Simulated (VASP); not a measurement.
# ZnSe (Stilleite) (F-43m) in VASP: further runs, part 2 of 3

VASP 6.6.1. The steps go on from the part before.

## (3) Dielectric tensor, LDA

INCAR

```
ALGO = Normal ; EDIFF = 1E-8
ENCUT = 600 ; GGA = CA
ISIF = 2 ; ISMEAR = 0
LASPH = True ; LCHARG = False
LEPSILON = True ; LREAL = False
LWAVE = False ; NELM = 100
PREC = Accurate ; SIGMA = 0.01
```

KPOINTS

```
k-points
0
Gamma
  8 8 8
```

POSCAR

```
ZnSe
1.0
    0.0000000000      2.8338000000      2.8338000000
    2.8338000000      0.0000000000      2.8338000000
    2.8338000000      2.8338000000      0.0000000000
Se Zn
1 1
Direct
    0.7500000000      0.7500000000      0.7500000000
    0.0000000000      0.0000000000      0.0000000000
```

Potentials or basis: VASP PAW LDA potentials, release 64 (Se, Zn).

Started as:

```console
$ cat potpaw_LDA.64/Se/POTCAR potpaw_LDA.64/Zn/POTCAR > POTCAR
$ mpirun -np 1 vasp_std > vasp.out
```

OUTCAR:

```text
EDIFF = 1E-8
   ENCUT = 600
   GGA = CA
   ISIF = 2
   ISMEAR = 0
   LASPH = True
   LEPSILON = True
   LREAL = False
   NELM = 100
   PREC = Accurate

 Found     29 irreducible k-points:

 Following reciprocal coordinates:
            Coordinates               Weight
  0.000000  0.000000  0.000000      1.000000
  0.125000  0.000000  0.000000      8.000000
  0.250000  0.000000  0.000000      8.000000
  0.375000  0.000000  0.000000      8.000000
  0.500000  0.000000  0.000000      4.000000
  0.125000  0.125000  0.000000      6.000000
   k-points           NKPTS =     29   k-points in BZ     NKDIM =     29   number of bands    NBANDS=     13
   number of dos      NEDOS =    301   number of ions     NIONS =      2
   total plane-waves  NPLWV =  32768
   dimension x,y,z NGX =    32 NGY =   32 NGZ =   32
   dimension x,y,z NGXF=    64 NGYF=   64 NGZF=   64
   ions per type =               1   1
   NGX,Y,Z   is equivalent  to a cutoff of  13.27, 13.27, 13.27 a.u.
   NGXF,Y,Z  is equivalent  to a cutoff of  26.55, 26.55, 26.55 a.u.
 SYSTEM =  unknown system
   PREC   = accura    normal or accurate (medium, high low for compatibility)
   ISTART =      0    job   : 0-new  1-cont  2-samecut
   ICHARG =      2    charge: 1-file 2-atom 10-const
   ISPIN  =      1    spin polarized calculation?
   LNONCOLLINEAR =      F non collinear calculations
   LSORBIT =      F    spin-orbit coupling
   LASPH  =      T    aspherical Exc in radial PAW
   ENCUT  =  600.0 eV  44.10 Ry    6.64 a.u.   8.00  8.00  8.00*2*pi/ulx,y,z
   NELM   =    100;   NELMIN=  2; NELMDL= -5     # of ELM steps
   EDIFF  = 0.1E-07   stopping-criterion for ELM
   LREAL  =      F    real-space projection
   EDIFFG = 0.1E-06   stopping-criterion for IOM
   NSW    =      0    number of steps for IOM
   IBRION =     -1    ionic relax: 0-MD 1-quasi-New 2-CG
   NFREE  =      0    steps in history (QN), initial steepest desc. (CG)
   ISIF   =      2    stress and relaxation
   ISYM   =      2    0-nonsym 1-usesym 2-fastsym
   POTIM  = 0.5000    time-step for ionic-motion
   TEBEG  =    0.0;   TEEND  =   0.0 temperature during run
   PSTRESS=    0.0 pullay stress
   NELECT =      18.0000    total number of electrons
   NUPDOWN=      -1.0000    fix difference up-down
   EMIN   =  10.00;   EMAX   =-10.00  energy-range for DOS
   EFERMI =   0.00;   METHOD = LEGACY
   ISMEAR =     0;   SIGMA  =   0.01  broadening in eV -4-tet -1-fermi 0-gaus
   EFERMI_NEDOS =   21; number of points for ismear=-14 and -15
   IALGO  =     38    algorithm
   IMIX   =      4    mixing-type and parameters
     AMIX     =   0.40;   BMIX     =  1.00
     AMIX_MAG =   1.60;   BMIX_MAG =  1.00
  volume/ion in A,a.u.               =      22.76       153.57
  Fermi-wavevector in a.u.,A,eV,Ry     =   1.201673  2.270834 19.647073  1.444019
  Thomas-Fermi vector in A             =   2.337476
   LORBIT       =      0    0 simple, 1 ext, 2 COOP (PROOUT), +10 PAW based schemes
   GGA     = CA    functional components
   LHFCALC =     F    Hartree Fock is set to
   AEXX    =    0.0000 exact exchange contribution
   IVDW    =     0    specifies the selected vdW correction
   LEPSILON=     T    determine dielectric tensor
   LRPA    =     F    only Hartree local field effects (RPA)
 non-spin polarized calculation
 Gauss-broadening in eV      SIGMA  =   0.01
  energy-cutoff  :      600.00
  volume of cell :       45.51
 maximum number of plane-waves:      1540
[... 112 lines left out ...]
  Direction    XX          YY          ZZ          XY          YZ          ZX
  --------------------------------------------------------------------------------------
  -------------------------------------------------------------------------------------
  Total       -0.8857643     -0.8857643     -0.8857643      0.0000000     -0.0000000      0.0000000
  in kB      -31.1810827    -31.1810827    -31.1810827      0.0000000     -0.0000000      0.0000000
  external PRESSURE =     -31.1810827 kB  Pullay stress =       0.0000000 kB

 VOLUME and BASIS-vectors are now :
 -----------------------------------------------------------------------------
  energy-cutoff  :      600.00
  volume of cell :       45.51
      direct lattice vectors                 reciprocal lattice vectors
     0.000000000  2.833800000  2.833800000    -0.176441527  0.176441527  0.176441527
     2.833800000  0.000000000  2.833800000     0.176441527 -0.176441527  0.176441527
     2.833800000  2.833800000  0.000000000     0.176441527  0.176441527 -0.176441527

 POSITION                                       TOTAL-FORCE (eV/Angst)
 -----------------------------------------------------------------------------------
      4.25070      4.25070      4.25070         0.000000      0.000000      0.000000
      0.00000      0.00000      0.00000        -0.000000     -0.000000     -0.000000
 -----------------------------------------------------------------------------------
    total drift:                               -0.000000     -0.000000     -0.000000

  FREE ENERGIE OF THE ION-ELECTRON SYSTEM (eV)
  ---------------------------------------------------
  free  energy   TOTEN  =        -7.3503048787 eV

  energy  without entropy=       -7.3503048787  energy(sigma->0) =       -7.35030488

 HEAD OF MICROSCOPIC STATIC DIELECTRIC TENSOR (INDEPENDENT PARTICLE, excluding Hartree and local field effects)
 ------------------------------------------------------
           9.138717    -0.000000     0.000000
          -0.000000     9.138717    -0.000000
           0.000000    -0.000000     9.138717
 ------------------------------------------------------

 Free energy of the ion-electron system (eV)
  ---------------------------------------------------
  ---------------------------------------------------
  free energy    TOTEN  =        -1.00940628 eV

  energy without entropy =       -1.00940628

------------------------ aborting loop because EDIFF is reached ----------------------------------------

--------------------------------------- Ionic step        2  -------------------------------------------

------------------------ aborting loop because EDIFF is reached ----------------------------------------

--------------------------------------- Ionic step        3  -------------------------------------------

 Free energy of the ion-electron system (eV)
  ---------------------------------------------------
  ---------------------------------------------------
  free energy    TOTEN  =        -1.00940936 eV

  energy without entropy =       -1.00940936

------------------------ aborting loop because EDIFF is reached ----------------------------------------

 PIEZOELECTRIC TENSOR FIELD DIRECTION 3  (e Angst)
 -----------------------------------------------------------------------------
    -0.00099  2.07162  0.00000           (  0.00000 -0.03465  0.00000)
     2.07162 -0.00099  0.00000           ( -0.03465  0.00000  0.00000)
     0.00000  0.00000  0.00022           (  0.00000  0.00000 -0.00000)

 PIEZOELECTRIC TENSOR FIELD DIRECTION 3  (C/m^2)
 -----------------------------------------------------------------------------
    -0.00035  0.72926  0.00000
     0.72926 -0.00035  0.00000
     0.00000  0.00000  0.00008

 MACROSCOPIC STATIC DIELECTRIC TENSOR (including local field effects in DFT)
 ------------------------------------------------------
           8.619948     0.000000    -0.000000
           0.000000     8.619948    -0.000000
           0.000000     0.000000     8.619948
 ------------------------------------------------------

 PIEZOELECTRIC TENSOR (including local field effects)  for field in x, y, z        (e  Angst)
          XX          YY          ZZ          XY          YZ          ZX
  --------------------------------------------------------------------------------
  x     0.00000    -0.00000    -0.00000     0.00000     2.08743     0.00000
  y    -0.00000    -0.00000    -0.00000     0.00000    -0.00000     2.08743
  z     0.00000    -0.00000     0.00000     2.08743     0.00000     0.00000

 PIEZOELECTRIC TENSOR (including local field effects)  for field in x, y, z        (C/m^2)
          XX          YY          ZZ          XY          YZ          ZX
  --------------------------------------------------------------------------------
  x     0.00000    -0.00000    -0.00000     0.00000     0.73483     0.00000
  y    -0.00000    -0.00000    -0.00000     0.00000    -0.00000     0.73483
  z     0.00000    -0.00000     0.00000     0.73483     0.00000     0.00000

 BORN EFFECTIVE CHARGES (including local field effects) (in |e|, cummulative output)
 ---------------------------------------------------------------------------------
 ion    1
    1    -2.09733     0.00000     0.00000
    2     0.00000    -2.09733     0.00000
    3     0.00000     0.00000    -2.09733
 ion    2
    1     2.09733    -0.00000    -0.00000
    2    -0.00000     2.09733    -0.00000
    3     0.00000     0.00000     2.09733
```

OSZICAR:

```text
N       E                     dE             d eps       ncg     rms          rms(c)
DAV:   1     0.906964197876E+02    0.90696E+02   -0.98619E+03   754   0.176E+03
DAV:   2    -0.119826517618E+01   -0.91895E+02   -0.87760E+02   784   0.291E+02
DAV:   3    -0.758151485690E+01   -0.63832E+01   -0.63422E+01   919   0.744E+01
[... 11 lines left out ...]
RMM:   6    -0.100907449989E+01   -0.61498E-03   -0.58148E-05  4011   0.647E-02    0.147E-02
RMM:   7    -0.100937078879E+01   -0.29629E-03    0.26352E-07  4241   0.196E-02    0.215E-03
RMM:   8    -0.100941265984E+01   -0.41871E-04    0.49602E-07  4006   0.530E-03    0.105E-03
RMM:   9    -0.100940645210E+01    0.62077E-05   -0.75536E-08  4427   0.171E-03    0.281E-04
RMM:  10    -0.100940917263E+01   -0.27205E-05    0.22606E-08  3972   0.512E-04    0.502E-05
RMM:  11    -0.100940992863E+01   -0.75601E-06   -0.26025E-08  2617   0.158E-04    0.224E-05
RMM:  12    -0.100940935785E+01    0.57078E-06   -0.12538E-09  1814   0.758E-05    0.373E-06
```

It took 2.5 min on 1 thread of Intel Xeon Platinum 8488C (Sapphire Rapids), shared host; peak memory 0.32 GiB.

These settings aren't checked as converged: the numbers below hold their error.

Results:

- Band gap on the k mesh: 1.07 eV, direct
- Electronic dielectric tensor (diagonal): 8.62
- Born charges (mean of the diagonal): Se -2.10; Zn +2.10 e

## (4) Dielectric tensor, LDA

Changes to INCAR since step 3:

```diff
@@ -1,3 +1,3 @@
 ALGO = Normal ; EDIFF = 1E-8
-ENCUT = 600 ; GGA = CA
+ENCUT = 300 ; GGA = CA
 ISIF = 2 ; ISMEAR = 0
```

KPOINTS

```
k-points
0
Gamma
  12 12 12
```

POSCAR is that of step 3.

Potentials or basis: VASP PAW LDA potentials, release 64 (Se, Zn).

Started as:

```console
$ cat potpaw_LDA.64/Se/POTCAR potpaw_LDA.64/Zn/POTCAR > POTCAR
$ mpirun -np 1 vasp_std > vasp.out
```

OUTCAR:

```text
EDIFF = 1E-8
   ENCUT = 300
   GGA = CA
   ISIF = 2
   ISMEAR = 0
   LASPH = True
   LEPSILON = True
   LREAL = False
   NELM = 100
   PREC = Accurate

 Found     72 irreducible k-points:

 Following reciprocal coordinates:
            Coordinates               Weight
  0.000000  0.000000  0.000000      1.000000
  0.083333  0.000000  0.000000      8.000000
  0.166667  0.000000  0.000000      8.000000
  0.250000  0.000000  0.000000      8.000000
  0.333333  0.000000  0.000000      8.000000
  0.416667  0.000000  0.000000      8.000000
   k-points           NKPTS =     72   k-points in BZ     NKDIM =     72   number of bands    NBANDS=     13
   number of dos      NEDOS =    301   number of ions     NIONS =      2
   total plane-waves  NPLWV =  13824
   dimension x,y,z NGX =    24 NGY =   24 NGZ =   24
   dimension x,y,z NGXF=    48 NGYF=   48 NGZF=   48
   ions per type =               1   1
   NGX,Y,Z   is equivalent  to a cutoff of   9.96,  9.96,  9.96 a.u.
   NGXF,Y,Z  is equivalent  to a cutoff of  19.91, 19.91, 19.91 a.u.
 SYSTEM =  unknown system
   PREC   = accura    normal or accurate (medium, high low for compatibility)
   ISTART =      0    job   : 0-new  1-cont  2-samecut
   ICHARG =      2    charge: 1-file 2-atom 10-const
   ISPIN  =      1    spin polarized calculation?
   LNONCOLLINEAR =      F non collinear calculations
   LSORBIT =      F    spin-orbit coupling
[... 207 lines left out ...]
  free energy    TOTEN  =        -0.90352027 eV

  energy without entropy =       -0.90352027

------------------------ aborting loop because EDIFF is reached ----------------------------------------

 PIEZOELECTRIC TENSOR FIELD DIRECTION 3  (e Angst)
 -----------------------------------------------------------------------------
    -0.00079  2.01043  0.00000           (  0.00000 -0.02931  0.00000)
     2.01043 -0.00079  0.00000           ( -0.02931  0.00000  0.00000)
     0.00000  0.00000 -0.00073           (  0.00000  0.00000 -0.00000)

 PIEZOELECTRIC TENSOR FIELD DIRECTION 3  (C/m^2)
 -----------------------------------------------------------------------------
    -0.00028  0.70772  0.00000
     0.70772 -0.00028  0.00000
     0.00000  0.00000 -0.00026

 MACROSCOPIC STATIC DIELECTRIC TENSOR (including local field effects in DFT)
 ------------------------------------------------------
           7.802646     0.000000    -0.000000
          -0.000000     7.802646     0.000000
          -0.000000     0.000000     7.802646
 ------------------------------------------------------

 PIEZOELECTRIC TENSOR (including local field effects)  for field in x, y, z        (e  Angst)
          XX          YY          ZZ          XY          YZ          ZX
  --------------------------------------------------------------------------------
  x    -0.00000    -0.00000    -0.00000     0.00000     2.01935     0.00000
  y     0.00000    -0.00000     0.00000     0.00000     0.00000     2.01935
  z    -0.00000    -0.00000    -0.00000     2.01935     0.00000     0.00000

 PIEZOELECTRIC TENSOR (including local field effects)  for field in x, y, z        (C/m^2)
          XX          YY          ZZ          XY          YZ          ZX
  --------------------------------------------------------------------------------
  x    -0.00000    -0.00000    -0.00000     0.00000     0.71086     0.00000
  y     0.00000    -0.00000     0.00000     0.00000     0.00000     0.71086
  z    -0.00000    -0.00000    -0.00000     0.71086     0.00000     0.00000

 BORN EFFECTIVE CHARGES (including local field effects) (in |e|, cummulative output)
 ---------------------------------------------------------------------------------
 ion    1
    1    -2.05643     0.00000     0.00000
    2     0.00000    -2.05643     0.00000
    3     0.00000     0.00000    -2.05643
 ion    2
    1     2.05643     0.00000     0.00000
    2     0.00000     2.05643     0.00000
    3     0.00000     0.00000     2.05643
```

stdout:

```text
POSCAR found type information on POSCAR SeZn
 POSCAR found :  2 types and       2 ions
 scaLAPACK will be used
 LDA part: xc-table for (Slater(with rela. corr.)+CA(PZ))
 , standard interpolation
 POSCAR, INCAR and KPOINTS ok, starting setup
 FFT: planning ... GRIDC
 FFT: planning ... GRID_SOFT
 FFT: planning ... GRID
 WAVECAR not read
 entering main loop
 Linear response reoptimize wavefunctions to high precision
 Linear response G [H, r] |phi>, progress :
  Direction:   1
 Linear response G [H, r] |phi>, progress :
  Direction:   2
 Linear response G [H, r] |phi>, progress :
  Direction:   3
 Linear response to external field (no local field effect), progress :
  Direction:   1
 dielectric tensor                  component  1 :     9.387     4.108     0.978
 Linear response to external field (no local field effect), progress :
  Direction:   2
 dielectric tensor                  component  2 :     4.108    10.163    -1.557
 Linear response to external field (no local field effect), progress :
  Direction:   3
 dielectric tensor                  component  3 :     0.982    -1.558     5.439
 Linear response to external field, progress :
  Direction:   1
 dielectric tensor                  component  1 :     7.803     1.527     0.846
 Linear response to external field, progress :
  Direction:   2
 dielectric tensor                  component  2 :     1.340     7.803     0.735
 Linear response to external field, progress :
  Direction:   3
 dielectric tensor                  component  3 :     1.098     1.274     7.803
 Born effective charges drift removed
```

Wall time 2.4 min (1 thread of Intel Xeon Platinum 8488C (Sapphire Rapids), shared host); peak memory 0.3 GiB.

The run converged, but some of its settings lie outside the range that counts as converged, so its numbers aren't taken as properties of the crystal.

Results:

| Item | Value |
| --- | --- |
| Band gap on the k mesh | 1.06 eV, direct |
| Electronic dielectric tensor (diagonal) | 7.80 |
| Born charges (mean of the diagonal) | Se -2.06; Zn +2.06 e |

Caveat: the cutoff is under 1.25 times the usual one of these potentials, so pressure, stress and relaxed cells hold a basis-set (Pulay) error.

(Continued in part 3 of 3.)
